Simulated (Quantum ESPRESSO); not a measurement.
## MoS2 in Quantum ESPRESSO: the effect of target pressure

Crystal: MoS2.

```
CELL_PARAMETERS angstrom
3.22746 0.00000 0.00000
-1.61373 2.79507 0.00000
0.00000 0.00000 6.31247
ATOMIC_POSITIONS crystal
Mo 0.00000 0.00000 0.50000
S 0.66667 0.33333 0.74468
S 0.33333 0.66667 0.25532
```

Measurements of this composition are mostly on another form, of space group No. 194.

Alike in all runs:

| Item | Value |
| --- | --- |
| Program | Quantum ESPRESSO 7.5 |
| Task | relaxation of cell and atoms |
| Functional | PBEsol |
| Potentials or basis | GBRV 1.5 PBEsol |
| Cutoff | 707 eV |
| Density cutoff | 5633 eV |
| k mesh | 9 × 9 × 4 |
| Occupations | fermi-dirac, width 0.05 eV |
| Spin | no spin polarisation |

Each run relaxes the cell or the atoms first.

```tsv
target pressure	relaxed volume (Å³/atom)
0 GPa	17.33
2 GPa	16.43
5 GPa	15.68
10 GPa	14.90
20 GPa	?
30 GPa	13.15
```

Q: What does the run with target pressure 20 GPa give?

A: Relaxed volume 13.85 Å³/atom.

Worked out: A parabola through the other rows of the relaxed volume, of slope -0.0802 Å³/atom per GPa there, gives 13.43 Å³/atom, against the run's 13.85.

Caveats: this functional lacks dispersion, which binds the layers, so the pressure and a relaxed spacing across them are unreliable; the volume moved by over 15 % at a fixed basis, so the end points are rough (some runs).

Runs at the PBE level aren't shown here.
